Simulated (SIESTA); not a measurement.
Runs of SIESTA 5.4.2 on GaN. Symmetry: F-43m, No. 216, cubic system. The conventional cell has a = 4.507 Å, b = 4.507 Å, c = 4.507 Å, α = 90.00°, β = 90.00°, γ = 90.00°. Around Ga (site symmetry -43m) lie 4 N at 1.95 Å. Around N (site symmetry -43m) lie 4 Ga at 1.95 Å. The cell is a database's computed one.

```tsv
task	level	potentials or basis	gap on the mesh (eV)	pressure (GPa)	V0 of scaled cells (Å³/atom)	B0 (GPa)
equation of state	PBE	PseudoDojo 0.4 standard (PBE files), TZP (energy shift 0.003 Ry; two zetas on semicore shells)	-	-	11.87	175
band structure	PBE	PseudoDojo 0.4 standard (PBE files), DZP (energy shift 0.003 Ry; two zetas on semicore shells)	1.83	(c)	-	-
equation of state	vdW-DF-cx	PseudoDojo 0.4 standard (PBE files), DZP (energy shift 0.003 Ry; two zetas on semicore shells)	-	-	(b)	185
band structure	PBE	PseudoDojo 0.4 standard (PBE files), DZ (energy shift 0.003 Ry; two zetas on semicore shells)	(a)	7.9	-	-
```

Alike in all rows: no spin polarisation; cell as given; k mesh 10 × 10 × 10; smearing fermi-dirac 0.05 eV; grid cutoff 800 Ry; energy shift 0.003 Ry.

Task: Fill in the values left out.

Result: (a) 1.82; (b) 11.68; (c) 7.5.

Caveats: the basis of atomic orbitals isn't converged, which shifts pressures, moduli and gaps; the potentials were made for another functional, which shifts forces and pressure (some runs); the basis has no polarisation orbitals (some runs).

A k mesh can miss the band edges, and the runs leave out spin-orbit coupling on Ga.
